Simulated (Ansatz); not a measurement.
The system is Pb.

```
CELL_PARAMETERS angstrom
0.00000 2.47502 2.47502
2.47502 0.00000 2.47502
2.47502 2.47502 0.00000
ATOMIC_POSITIONS crystal
Pb 0.00000 0.00000 0.00000
```

A run of Ansatz 0.2.0 on this cell left the log below. Logs are shortened: lines on timing, memory, paths and dates and some standing lists are left out, and cuts for length are marked.

```text
Warning: RAYON_NUM_THREADS=2 ignored (pool sized by the plan → 2); use --threads N
scf.n_extra_bands = 6 over 14 filled bands (N_el = 14.0): the run solves 20 bands
Engine: ansatz 0.2.0, aarch64-unknown-linux-gnu
Pseudopotentials: kind: paw_fr
Pseudopotential: Pb, paw_fr, valence charge 14, recommended cutoff 420 eV (normal), Pb.paw.azcp#standard-fr
Functional definition: PBEsol
  exchange = pbesol_x
  correlation = pbesol_c
non-collinear run that drives no moment, with spin-orbit: no starting moment large enough to seed its density (crystal.atoms[].spin), no starting occupations that ask for one, no magnetisation constraint and no magnetic field, so the semilocal B_xc is pinned to zero
Crystal: 1 atoms, lattice volume = 30.323 Å³
Basis set: ecut = 420 eV, 609 PW (Γ), exchange–correlation on 48×48×48 points (8 copies of the dense FFT grid, shifted against one another)
Bands: 20, of which v1, the nominal top of the filled ones, is band 14 counted from 1 (13 counted from 0)
Symmetry: 48 space group operations + 48 with time reversal
Magnetic group: BNS 225.117 (UNI 1619), of the structure as read, at distance tolerance 3.1e-5 Å
k-points: 35 of 729
Projection manifold: j_resolved (fully-relativistic pseudo-atomic orbitals)
Non-local potential: Pb, projectors of the file, l = 0: 2, l = 1: 4, l = 2: 4, l = 3: 4
PAW form: soft (Blöchl's): semilocal exchange-correlation on the pseudo side does not see the compensation charge
PAW frozen core: Pb, regenerated for the run's functional, and the local potential with it (the file was generated under x = pbe(κ = 0.804, μ = 0.2195149727645171), c = pbe(β = 0.06672455060314922))
PAW one-centre angular grid: Pb, 590 points (default); XC on 96 Gauss nodes
Initial density: superposition of atomic densities (chi_scale 0.1, normalization cell)
Initial wavefunctions: pseudopotential atomic-orbital guess
Functional: x = pbesol(κ = 0.804, μ = 0.12345679012345678), c = pbesol(β = 0.046)
SCF iter   1: F=—  HF=-11792.760485 eV  |F-HF|=—  |Δ(HF+E_count)|=         —  Δρ=7.66e-3  dr2=2.61e-2  dr2_m=0.00e0 (ungated)  ethr=3.10e-3  |M|=0.00e0 ∫|m|=0.00e0 μB  |m|>n=0.0e0 m-floor=0.0e0 τ_xc=0.0e0  β_m=0.30  ⟨swp⟩=11.7  Hψ=2583  notcnv=0
preconditioner: auto → none  [insulator: Δε(μ)=0.225 eV  Ē_g=18.098 eV  σ=0.050 eV  W_gap=0.73  n_scr=8 (ndim 8)  ℏωp=25.2 eV  f_vac=0.000  D(μ)=0.28/eV (n_scr^D=0)  ε∞_Penn≈2.9]
SCF iter   2: F=—  HF=-11792.750570 eV  |F-HF|=—  |Δ(HF+E_count)|=   9.91e-3  Δρ=3.97e-3  dr2=6.95e-3  dr2_m=0.00e0 (ungated)  ethr=1.86e-4  |M|=0.00e0 ∫|m|=0.00e0 μB  |m|>n=0.0e0 m-floor=0.0e0 τ_xc=0.0e0  β_m=0.46  ⟨swp⟩=3.1  Hψ=810  notcnv=0  defer=52
SCF iter   3: F=—  HF=-11792.748451 eV  |F-HF|=—  |Δ(HF+E_count)|=   2.12e-3  Δρ=1.52e-3  dr2=3.75e-4  dr2_m=0.00e0 (ungated)  ethr=4.96e-5  |M|=0.00e0 ∫|m|=0.00e0 μB  |m|>n=0.0e0 m-floor=0.0e0 τ_xc=0.0e0  β_m=0.73  ⟨swp⟩=2.0  Hψ=648  notcnv=0  defer=52
SCF iter   4: F=—  HF=-11792.748549 eV  |F-HF|=—  |Δ(HF+E_count)|=   9.77e-5  Δρ=5.26e-4  dr2=9.91e-5  dr2_m=0.00e0 (ungated)  ethr=2.68e-6  |M|=0.00e0 ∫|m|=0.00e0 μB  |m|>n=0.0e0 m-floor=0.0e0 τ_xc=0.0e0  β_m=0.67  ⟨swp⟩=2.0  Hψ=594  notcnv=0  defer=52
SCF iter   5: F=—  HF=-11792.748500 eV  |F-HF|=—  |Δ(HF+E_count)|=   4.87e-5  Δρ=7.44e-5  dr2=2.05e-6  dr2_m=0.00e0 (ungated)  ethr=7.08e-7  |M|=0.00e0 ∫|m|=0.00e0 μB  |m|>n=0.0e0 m-floor=0.0e0 τ_xc=0.0e0  β_m=0.84  ⟨swp⟩=2.0  Hψ=541  notcnv=0  defer=52
SCF iter   6: F=-11792.748499 eV  HF=-11792.748499 eV  |F-HF|=1.72e-8  |Δ(HF+E_count)|=   9.18e-7  Δρ=8.75e-6  dr2=1.91e-8  dr2_m=0.00e0 (ungated)  ethr=7.14e-10  |M|=0.00e0 ∫|m|=0.00e0 μB  |m|>n=0.0e0 m-floor=0.0e0 τ_xc=0.0e0  ⟨swp⟩=7.5  Hψ=2022  notcnv=0
SCF 1 converged in 6 iterations: F = -11792.748499 eV  dr2 = 1.91e-8
  greatest PAW one-centre occupation: 0.977 electrons in one spin orbital (limit 2), on the Pb atom at site 0 (counted from 0), in its partial waves of l = 2
NSCF: frozen V_eff on 142 k-points
SCF converged after 6 iterations
Magnetization: |M| = 0.0000 μB,  M = (+0.0000, +0.0000, +0.0000) μB
Absolute magnetization: 0.0000 μB (∫|m|)
  site 0: m = (+0.0000, +0.0000, +0.0000) μB, |m| = 0.0000 μB  (R = 1.44 Å)
Free energy (F): -11792.748499 eV
Harris-Foulkes:  -11792.748499 eV  (|F-HF|=1.72e-8)
Internal energy: -11792.746186 eV  (E = F + TS)
E sigma→0 (E₀):  -11792.747342 eV
Entropy (-TS):   -0.002314 eV (-2.314 meV/atom)
Fermi energy:    10.583862 eV
--- Per-component energies (eV) ---
  E_band       = -37.670794
  E_kinetic    = 290.043314
  E_local      = -1018.395291  (includes V_loc(G=0)·N_el)
  E_nonlocal   = 352.548447
  E_hartree    = 403.850757
  E_xc         = -219.172623
  E_vxc        = -133.043272  (∫ρ·V_xc dr)
  E_paw        = -10294.635627  (= ΣΔE_a)
  E_vpaw       = -336.530924  (= ΣTr[D̂ρ^β])
  E_aug_tail   = 0.000048  (compensation charges beyond the density's cutoff)
  E_ewald      = -1307.059754
  E_core_change = 0.074543  (= ΣΔE_core)
  E_smearing   = -0.002314  (= −TS)
  E_closure    = 0.000000  (closes the sum)
  Σ components = -11792.748499   (vs F -11792.748499, Δ=0.00e0)
--- Forces (eV/Å), atoms counted from 1 ---
  atom   1  Pb    -0.00000000     0.00000000     0.00000000
  max |Σ_I F_I| component: 1.74e-29 eV/Å
--- Stress (GPa, compression-positive) ---
       -0.649293      -0.000000      -0.000000
       -0.000000      -0.649293       0.000000
        0.000000      -0.000000      -0.649293
  P = ⅓ Tr σ = -0.6493 GPa (-6.493 kbar)
--- Band table (eV; the first three rows and the last of 35) ---
  k-point 0: bands = ["-7.5841", "-7.5841", "-7.5841", "-7.5841", "-5.0854", "-5.0854", "-4.9858", "-4.9858", "-4.9858", "-4.9858", "-0.9316", "-0.9316", "15.7768", "15.7768", "19.1045", "19.1045", "19.1045", "19.1045", "20.5435", "20.5435"]
  k-point 1: bands = ["-7.5820", "-7.5820", "-7.5741", "-7.5741", "-5.0721", "-5.0721", "-4.9947", "-4.9947", "-4.9695", "-4.9695", "-0.6943", "-0.6943", "14.8117", "14.8117", "17.4519", "17.4519", "18.7741", "18.7741", "20.1682", "20.1682"]
  k-point 2: bands = ["-7.5775", "-7.5775", "-7.5505", "-7.5505", "-5.0461", "-5.0461", "-5.0119", "-5.0119", "-4.9269", "-4.9269", "0.0173", "0.0173", "12.0279", "12.0279", "16.2967", "16.2967", "18.1273", "18.1273", "19.8267", "19.8267"]
  k-point 34: bands = ["-7.5371", "-7.5371", "-7.5116", "-7.5116", "-5.0432", "-5.0432", "-4.9349", "-4.9349", "-4.8531", "-4.8531", "4.0415", "4.0415", "8.5297", "8.5297", "9.9866", "9.9866", "11.6451", "11.6451", "20.9059", "20.9059"]
```

Task: What input gives this log?

Result: Band structure with PBEsol, spin-orbit coupling, no magnetisation. The files as run (others can give the same):

input.yaml
```yaml
crystal:
  lattice:
    - [0.0, 2.47502, 2.47502]
    - [2.47502, 0.0, 2.47502]
    - [2.47502, 2.47502, 0.0]
  atoms:
    - { symbol: Pb, position: [0.0, 0.0, 0.0] }
hamiltonian:
  xc: pbesol
  pseudopotentials: { kind: paw_fr }
magnetization:
  noncollinear: true
  spin_orbit: true
kpoints:
  mp_grid: { grid: [9, 9, 9] }
  band_path:
    path:
      - [[0.0, 0.0, 0.0], [0.5, 0.0, 0.5], [0.5, 0.25, 0.75], [0.375, 0.375, 0.75], [0.0, 0.0, 0.0], [0.5, 0.5, 0.5], [0.625, 0.25, 0.625], [0.5, 0.25, 0.75], [0.5, 0.5, 0.5], [0.375, 0.375, 0.75]]
      - [[0.625, 0.25, 0.625], [0.5, 0.0, 0.5]]
    npoints: 14
scf:
  occupations: { method: fermi_dirac, width: 0.05 }
  n_extra_bands: 6
output:
  forces: true
  stress: true
  eigenvalues: true
  fatbands: false
```

Potentials or basis: Ansatz PAW.
Launch:
```console
$ ansatz run input.yaml --threads 2 --pin off --max-ram 5120MiB --backend cpu --events-out ev --progress --plain --runs-dir out
```

Caveat: the PAW data sets come from PBE, with cores solved anew for the run's functional, which leaves a small shift of forces and pressure.
